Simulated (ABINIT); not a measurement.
A run of ABINIT 10.8.3 (patched build) is set up as follows.

run.abi

```
# Datasets: ground state, then fixed potential
ndtset 2

# Pseudopotentials
pp_dirpath "./"
pseudos "Se.GGA_PBE-JTH.xml"

# Structure
acell 8.2509222053 8.2509222053 9.3609473309
rprim
     1.0000000000     0.0000000000     0.0000000000
    -0.5000000000     0.8660254038     0.0000000000
     0.0000000000     0.0000000000     1.0000000000
ntypat 1
znucl 34
natom 3
typat 1 1 1
xcart
     1.6910292600     2.9289485954     0.0000000000
    -0.4920707400     0.8522915226     3.3024000002
     0.9841414800     0.0000000000     1.6511999998 Angstrom

# Plane-wave basis
ecut 408.170794 eV
pawecutdg 30.0

# Exchange and correlation
ixc -109134

# Bands and occupations
occopt 3
tsmear 0.05 eV

# SCF cycle
nstep 100

# Output
iomode 3
prtwf 0
prteig 0
prtebands 0
enunit 1
prtden1 1
prtvha1 1
prtvclmb1 1
prtpot1 1

# Dataset 1
kptopt1 1
ngkpt1 7 7 6
nshiftk1 1
shiftk1 0.0 0.0 0.0
nband1 13
tolvrs1 1.0e-9

# Dataset 2: bands along G-M-K-G-A-L-H-A
iscf2 -2
getden2 1
nband2 17
nbdbuf2 2
tolwfr2 1.0e-12
kptopt2 -7
ndivsm2 6
prteig2 1
prtvol2 -3
kptbounds2
     0.0000000000     0.0000000000     0.0000000000
     0.5000000000     0.0000000000     0.0000000000
     0.3333333333     0.3333333333     0.0000000000
     0.0000000000     0.0000000000     0.0000000000
     0.0000000000     0.0000000000     0.5000000000
     0.5000000000     0.0000000000     0.5000000000
     0.3333333333     0.3333333333     0.5000000000
     0.0000000000     0.0000000000     0.5000000000
```

Potentials or basis: JTH PAW PBE v2.0.

The run is started by

```console
$ abinit run.abi > log 2>&1
```

Estimate the largest force.

0.452 eV/Å.

Estimate the band gap along the path.

1.02 eV, indirect (least direct gap 1.21 eV).

What does it give for the pressure?

2.6 GPa.

Estimate the band gap on the k mesh.

1.20 eV, indirect (least direct gap 1.48 eV).

Levels at the corners of the path, in eV from the valence-band top:
```tsv
point	band 5	band 6	band 7	band 8	band 9	band 10	band 11	band 12	band 13	band 14
Γ	-3.85	-3.76	-2.05	-2.05	-0.41	1.87	1.87	2.15	6.16	6.53
M	-4.72	-3.45	-2.90	-1.79	-1.00	1.91	2.30	4.08	5.29	7.73
K	-4.99	-2.83	-2.83	-2.71	-1.64	3.04	3.04	3.70	5.92	7.74
Γ	-3.85	-3.76	-2.05	-2.05	-0.41	1.87	1.87	2.15	6.16	6.53
A	-3.39	-3.39	-1.55	-1.55	-1.12	1.19	1.19	1.26	6.33	7.30
L	-4.44	-4.25	-1.93	-1.38	0.00	1.64	2.70	2.94	6.29	7.99
H	-4.95	-4.95	-0.99	-0.23	-0.23	1.02	2.69	2.69	6.69	8.04
A	-3.39	-3.39	-1.55	-1.55	-1.12	1.19	1.19	1.26	6.33	7.30
```

Caveat: the PAW data sets were made with another functional, which shifts forces and pressure a little; the mesh misses the band edges, which the band path finds closer together.
